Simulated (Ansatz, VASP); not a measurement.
# Re: VASP beside Ansatz

Contents of INCAR:

```
ALGO = Normal
EDIFF = 1E-6
ENCUT = 520
GGA = PE
ISIF = 2
ISMEAR = -1
LASPH = T
LCHARG = F
LREAL = F
LWAVE = F
NBANDS = 14
NELM = 100
PREC = Accurate
SIGMA = 0.1
```

File KPOINTS:

```
k-points
0
Gamma
  6 6 4
```

File POSCAR:

```
Re
1.0
    2.7768706464      0.0000000000      0.0000000000
   -1.3884353232      2.4048405228      0.0000000000
    0.0000000000      0.0000000000      4.4788142384
Re
2
Direct
    0.3333333333      0.6666666667      0.2500000000
    0.6666666667      0.3333333333      0.7500000000
```

Input for Ansatz:

```yaml
crystal:
  lattice:
    - [2.7768706464, 0.0, 0.0]
    - [-1.3884353232, 2.4048405228, 0.0]
    - [0.0, 0.0, 4.4788142384]
  atoms:
    - { symbol: Re, position: [0.3333333333, 0.6666666667, 0.25] }
    - { symbol: Re, position: [0.6666666667, 0.3333333333, 0.75] }
hamiltonian:
  xc: pbe
  pseudopotentials:
    kind: paw
    azcp:
      Re: "pseudopotentials/Re.paw.azcp"
basis:
  ecutwfc: 420
  fft_grid_basis: typed
kpoints:
  mp_grid: { grid: [6, 6, 4], shift: [0, 0, 0] }
magnetization:
  spin_polarized: false
scf:
  occupations: { method: fermi_dirac, width: 0.1 }
  lower_state_search: "off"
output:
  stress: true
```

Alike in both runs: task single point; functional PBE; k mesh 6 × 6 × 4; occupations fermi-dirac, width 0.1 eV; no spin polarisation.

```csv
,VASP,Ansatz
version,VASP 6.6.1,Ansatz 0.2.0
potentials or method,"VASP PAW PBE potentials, release 64 (Re)","plane waves (420 eV) with PAW, scalar-relativistic"
plane-wave cutoff (eV),520,420
valence electrons in the cell,14,30
```

VASP gave:

```
pressure (GPa)                                  : -0.1
largest component of the traceless stress (GPa) : 1.17
```

Task: What did Ansatz give for the same quantities?

Result: Pressure (GPa): 0.4; largest component of the traceless stress (GPa): 1.30.

The two sets of potentials don't hold the same shells in valence.

Caveats: the k mesh is coarse (spacing up to 0.44 Å⁻¹), so the values aren't converged. The runs have no spin-orbit coupling, so splittings on Re are missing.
